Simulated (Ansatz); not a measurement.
# Rh (P-1) in Ansatz: convergence with k mesh

Aim: find how far k mesh must go before the results for Rh settle, at PBE. This setting moves, with any that are tied to it; all else stays.

Program: Ansatz 0.2.0. These are calculated values, not measurements. Logs are shortened: lines on timing, memory, paths and dates and some standing lists are left out, and cuts for length are marked.

## 1. The cell of the first run

The typed cell holds 1 atom: a = 2.720 Å, b = 2.682 Å, c = 2.658 Å, α = 58.36°, β = 61.98°, γ = 59.55°.

The cell isn't the ideal one: cell strained at random at fixed volume.

## 2. With k mesh 4 × 4 × 4

File input.yaml:

```yaml
crystal:
  lattice:
    - [-0.039334, 1.883095, 1.962463]
    - [1.901927, 0.032811, 1.890318]
    - [1.924652, 1.833675, 0.010086]
  atoms:
    - { symbol: Rh, position: [0.004767, 0.003501, -0.00582] }
hamiltonian:
  xc: pbe
  pseudopotentials: { kind: paw }
kpoints:
  mp_grid: { grid: [4, 4, 4] }
scf:
  occupations: { method: gaussian, width: 0.05 }
output:
  forces: true
  stress: true
  eigenvalues: true
```

Potentials or basis: Ansatz PAW.

Command:

```
> ansatz run input.yaml --threads 2 --pin off --max-ram 5632MiB --backend cpu --events-out ev --progress --plain --runs-dir out
```

Run time: 0.72 s. Hardware: 2 threads of Intel Xeon Platinum 8259CL at 2.50GHz (Skylake/Cascade Lake), shared host; peak memory 0.31 GiB.

Results:

```yaml
Free_energy: -6403.2704 eV
Pressure: 1.7 GPa
```

## 3. With k mesh 4 × 5 × 5

Changes to input.yaml since step 2:

```diff
@@ -11,3 +11,3 @@
 kpoints:
-  mp_grid: { grid: [4, 4, 4] }
+  mp_grid: { grid: [4, 5, 5] }
 scf:
```

Potentials or basis: Ansatz PAW.

Command:

```
> ansatz run input.yaml --threads 2 --pin off --max-ram 5632MiB --backend cpu --events-out ev --progress --plain --runs-dir out
```

It took 0.87 s on 2 threads of Intel Xeon Platinum 8259CL at 2.50GHz (Skylake/Cascade Lake), shared host; peak memory 0.31 GiB.

Results:

```yaml
Free_energy: -6402.8498 eV
Pressure: 8.2 GPa
Band_gap_on_the_k_mesh: none (metal or under the smearing width)
```

## 4. With k mesh 6 × 6 × 6

Changes to input.yaml since step 3:

```diff
@@ -11,3 +11,3 @@
 kpoints:
-  mp_grid: { grid: [4, 5, 5] }
+  mp_grid: { grid: [6, 6, 6] }
 scf:
```

Command:

```
> ansatz run input.yaml --threads 2 --pin off --max-ram 5632MiB --backend cpu --events-out ev --progress --plain --runs-dir out
```

It took 1.5 s on 2 threads of Intel Xeon Platinum 8259CL at 2.50GHz (Skylake/Cascade Lake), shared host; peak memory 0.33 GiB.

What came out:

```
Free energy            : -6402.7580 eV
Pressure               : 10.1 GPa
Band gap on the k mesh : none (metal or under the smearing width)
```

## 5. With k mesh 7 × 7 × 7

Changes to input.yaml since step 4:

```diff
@@ -11,3 +11,3 @@
 kpoints:
-  mp_grid: { grid: [6, 6, 6] }
+  mp_grid: { grid: [7, 7, 7] }
 scf:
```

Command:

```
> ansatz run input.yaml --threads 2 --pin off --max-ram 5632MiB --backend cpu --events-out ev --progress --plain --runs-dir out
```

Run time: 2.2 s. Hardware: 2 threads of Intel Xeon Platinum 8259CL at 2.50GHz (Skylake/Cascade Lake), shared host; peak memory 0.35 GiB.

What came out:

```
Free energy            : -6402.9020 eV
Pressure               : 7.5 GPa
Band gap on the k mesh : none (metal or under the smearing width)
```

## 6. With k mesh 8 × 9 × 9

Changes to input.yaml since step 5:

```diff
@@ -11,3 +11,3 @@
 kpoints:
-  mp_grid: { grid: [7, 7, 7] }
+  mp_grid: { grid: [8, 9, 9] }
 scf:
```

Potentials or basis: Ansatz PAW.

Command:

```
> ansatz run input.yaml --threads 2 --pin off --max-ram 5632MiB --backend cpu --events-out ev --progress --plain --runs-dir out
```

It took 3.4 s on 2 threads of Intel Xeon Platinum 8259CL at 2.50GHz (Skylake/Cascade Lake), shared host; peak memory 0.39 GiB.

Results (log left out):

| Item | Value |
| --- | --- |
| Free energy | -6402.8259 eV |
| Pressure | 8.9 GPa |
| Band gap on the k mesh | none (metal or under the smearing width) |

## 7. With k mesh 10 × 11 × 11

Changes to input.yaml since step 6:

```diff
@@ -11,3 +11,3 @@
 kpoints:
-  mp_grid: { grid: [8, 9, 9] }
+  mp_grid: { grid: [10, 11, 11] }
 scf:
```

Command:

```
> ansatz run input.yaml --threads 2 --pin off --max-ram 5632MiB --backend cpu --events-out ev --progress --plain --runs-dir out
```

Wall time 5.4 s (2 threads of Intel Xeon Platinum 8259CL at 2.50GHz (Skylake/Cascade Lake), shared host); peak memory 0.43 GiB.

It converged, with:

- Free energy: -6402.8402 eV
- Pressure: 8.7 GPa
- Band gap on the k mesh: none (metal or under the smearing width)

## 8. With k mesh 13 × 14 × 14

Changes to input.yaml since step 7:

```diff
@@ -11,3 +11,3 @@
 kpoints:
-  mp_grid: { grid: [10, 11, 11] }
+  mp_grid: { grid: [13, 14, 14] }
 scf:
```

Command:

```
> ansatz run input.yaml --threads 2 --pin off --max-ram 5632MiB --backend cpu --events-out ev --progress --plain --runs-dir out
```

Wall time 11 s (2 threads of Intel Xeon Platinum 8259CL at 2.50GHz (Skylake/Cascade Lake), shared host); peak memory 0.54 GiB.

The run converged. Its results:

* Free energy: -6402.8407 eV
* Pressure: 8.6 GPa
* Band gap on the k mesh: none (metal or under the smearing width)

## 9. With k mesh 16 × 17 × 17

Changes to input.yaml since step 8:

```diff
@@ -11,3 +11,3 @@
 kpoints:
-  mp_grid: { grid: [13, 14, 14] }
+  mp_grid: { grid: [16, 17, 17] }
 scf:
```

Potentials or basis: Ansatz PAW.

Command:

```
> ansatz run input.yaml --threads 2 --pin off --max-ram 5632MiB --backend cpu --events-out ev --progress --plain --runs-dir out
```

It took 20 s on 2 threads of Intel Xeon Platinum 8259CL at 2.50GHz (Skylake/Cascade Lake), shared host; peak memory 0.72 GiB.

Results (log left out):

| Property | Result |
| --- | --- |
| Free energy | -6402.8411 eV |
| Pressure | 8.6 GPa |
| Band gap on the k mesh | none (metal or under the smearing width) |

## 10. With k mesh 19 × 20 × 20

Changes to input.yaml since step 9:

```diff
@@ -11,3 +11,3 @@
 kpoints:
-  mp_grid: { grid: [16, 17, 17] }
+  mp_grid: { grid: [19, 20, 20] }
 scf:
```

Potentials or basis: Ansatz PAW.

Command:

```
> ansatz run input.yaml --threads 2 --pin off --max-ram 5632MiB --backend cpu --events-out ev --progress --plain --runs-dir out
```

Output:

```text
Warning: RAYON_NUM_THREADS=2 ignored (pool sized by the plan → 2); use --threads N
Engine: ansatz 0.2.0, x86_64-unknown-linux-gnu
Pseudopotentials: kind: paw
Pseudopotential: Rh, paw, valence charge 17, recommended cutoff 420 eV (normal), Rh.paw.azcp
Functional definition: PBE
  parameter kappa = 0.804
  parameter beta = 0.06672455060314922
  exchange = pbe_x(kappa = kappa, mu = beta*pi^2/3)
  correlation = pbe_c(beta = beta)
Crystal: 1 atoms, lattice volume = 13.671 Å³
Basis set: ecut = 420 eV, 273 PW (Γ), exchange–correlation on 40×36×36 points (8 copies of the dense FFT grid, shifted against one another)
Bands: 13, of which v1, the nominal top of the filled ones, is band 9 counted from 1 (8 counted from 0)
Symmetry: 2 space group operations
Space group: P-1 (ITA 2), of the structure as read, at distance tolerance 2.4e-5 Å
k-points: 3802 of 7600
Non-local potential: Rh, projectors of the file, l = 0: 3, l = 1: 2, l = 2: 2, l = 3: 1
PAW form: soft (Blöchl's): semilocal exchange-correlation on the pseudo side does not see the compensation charge
PAW one-centre angular grid: Rh, 590 points (default); XC on 64 Gauss nodes
Initial density: superposition of atomic densities (neutral atoms: chi_scale 0, normalization atom), corrected by the library's trained network
Initial wavefunctions: pseudopotential atomic-orbital guess
Functional: x = pbe(κ = 0.804, μ = 0.2195149727645171), c = pbe(β = 0.06672455060314922)
SCF iter   1: F=—  HF=-6402.840942 eV  |F-HF|=—  |Δ(HF+E_count)|=         —  Δρ=4.97e-3  dr2=7.65e-4  ethr=1.77e-3  ⟨swp⟩=5.2  Hψ=278729  notcnv=0
preconditioner: auto → none  [metal: Δε(μ)=0.001 eV  Ē_g=14.073 eV  σ=0.050 eV  W_gap=0.01  n_scr=2 (ndim 8)  ℏωp=30.1 eV  f_vac=0.000  D(μ)=1.37/eV (n_scr^D=14)  sad-step TF]
SCF iter   2: F=—  HF=-6402.840996 eV  |F-HF|=—  |Δ(HF+E_count)|=   5.42e-5  Δρ=2.46e-3  dr2=1.70e-4  ethr=4.50e-6  ⟨swp⟩=1.8  Hψ=92055  notcnv=0
SCF iter   3: F=—  HF=-6402.841077 eV  |F-HF|=—  |Δ(HF+E_count)|=   8.07e-5  Δρ=4.36e-4  dr2=1.53e-5  ethr=1.00e-6  ⟨swp⟩=2.4  Hψ=76453  notcnv=0
SCF iter   4: F=—  HF=-6402.841077 eV  |F-HF|=—  |Δ(HF+E_count)|=   7.21e-7  Δρ=1.61e-4  dr2=1.45e-6  ethr=9.03e-8  ⟨swp⟩=2.2  Hψ=68423  notcnv=0
SCF iter   5: F=—  HF=-6402.841077 eV  |F-HF|=—  |Δ(HF+E_count)|=   2.62e-7  Δρ=4.64e-5  dr2=1.67e-7  ethr=8.50e-9  ⟨swp⟩=2.0  Hψ=76050  notcnv=0
SCF iter   6: F=-6402.841077 eV  HF=-6402.841077 eV  |F-HF|=6.70e-9  |Δ(HF+E_count)|=   1.75e-8  Δρ=1.18e-5  dr2=1.35e-8  ethr=5.88e-10  ⟨swp⟩=5.3  Hψ=170264  notcnv=0
SCF 1 converged in 6 iterations: F = -6402.841077 eV  dr2 = 1.35e-8
SCF converged after 6 iterations
Free energy (F): -6402.841077 eV
Harris-Foulkes:  -6402.841077 eV  (|F-HF|=6.70e-9)
Internal energy: -6402.839353 eV  (E = F + TS)
E sigma→0 (E₀):  -6402.840215 eV
Entropy (-TS):   -0.001723 eV (-1.723 meV/atom)
Fermi energy:    22.542902 eV
--- Per-component energies (eV) ---
  E_band       = -82.695692
  E_kinetic    = 573.902420
  E_local      = -1558.372754  (includes V_loc(G=0)·N_el)
  E_nonlocal   = 354.624202
  E_hartree    = 548.593750
  E_xc         = -222.155473
  E_vxc        = -278.922587  (∫ρ·V_xc dr)
  E_paw        = -3586.937916  (= ΣΔE_a)
  E_vpaw       = -271.120723  (= ΣTr[D̂ρ^β])
  E_aug_tail   = 0.000860  (compensation charges beyond the density's cutoff)
  E_ewald      = -2512.494441
  E_smearing   = -0.001723  (= −TS)
  E_closure    = -0.000000  (closes the sum)
  Σ components = -6402.841077   (vs F -6402.841077, Δ=0.00e0)
--- Forces (eV/Å), atoms counted from 1 ---
  atom   1  Rh     0.00000000     0.00000000     0.00000000
  max |Σ_I F_I| component: 0.00e0 eV/Å
--- Stress (GPa, compression-positive) ---
        3.746523       1.792661       5.510340
        1.792657      15.605226      -9.801164
        5.510339      -9.801173       6.433115
  P = ⅓ Tr σ = 8.5950 GPa (85.950 kbar)
--- Band table (eV; the first three rows and the last of 3802) ---
  k-point 0: bands = ["-56.3348", "-23.8078", "-23.7999", "-23.7681", "14.5543", "19.0351", "19.3912", "19.8907", "21.2985", "21.8673", "38.3515", "42.6741", "43.6322"]
  k-point 1: bands = ["-56.3317", "-23.8165", "-23.8034", "-23.7815", "14.6582", "19.0561", "19.4332", "19.8673", "21.2761", "21.8338", "38.5044", "42.5800", "43.7253"]
  k-point 2: bands = ["-56.3228", "-23.8630", "-23.8133", "-23.7986", "14.9590", "19.0966", "19.5291", "19.8457", "21.2253", "21.7478", "38.9253", "41.9111", "44.0473"]
  k-point 3801: bands = ["-56.2361", "-24.4732", "-23.9116", "-23.8382", "16.4458", "19.0658", "19.8134", "22.0278", "23.0205", "23.9823", "30.6272", "38.3076", "43.4852"]
```

Run time: 33 s. Hardware: 2 threads of Intel Xeon Platinum 8259CL at 2.50GHz (Skylake/Cascade Lake), shared host; peak memory 0.98 GiB.

Results:

- Free energy: -6402.8411 eV
- Pressure: 8.6 GPa
- Band gap on the k mesh: none (metal or under the smearing width)

## 11. Summary

```
      k mesh  energy less the tightest run, at zero smearing (meV/atom)  pressure (GPa)  SCF cycles  CPU time (s)  peak memory (GiB)
   4 × 4 × 4                                                    -430.14            1.72           6           1.1               0.31
   4 × 5 × 5                                                      -8.63            8.15           6           1.4               0.31
   6 × 6 × 6                                                      83.50           10.07           6           2.5               0.33
   7 × 7 × 7                                                     -61.08            7.46           6           3.7               0.35
   8 × 9 × 9                                                      15.22            8.88           6             6               0.39
10 × 11 × 11                                                       0.87            8.67           6           9.9               0.43
13 × 14 × 14                                                       0.30            8.64           6            20               0.54
16 × 17 × 17                                                       0.02            8.59           6            37               0.72
19 × 20 × 20                                                       0.00            8.59           6            63               0.98
```

Against the tightest run, the energy stays within 1 meV/atom from 10 × 11 × 11 on; the pressure stays within 0.1 GPa from 10 × 11 × 11 on. Meshes of other sizes hit other points, so gaps and Fermi surfaces needn't settle smoothly. The tightest run that finished is the yardstick and may itself not be fully converged.
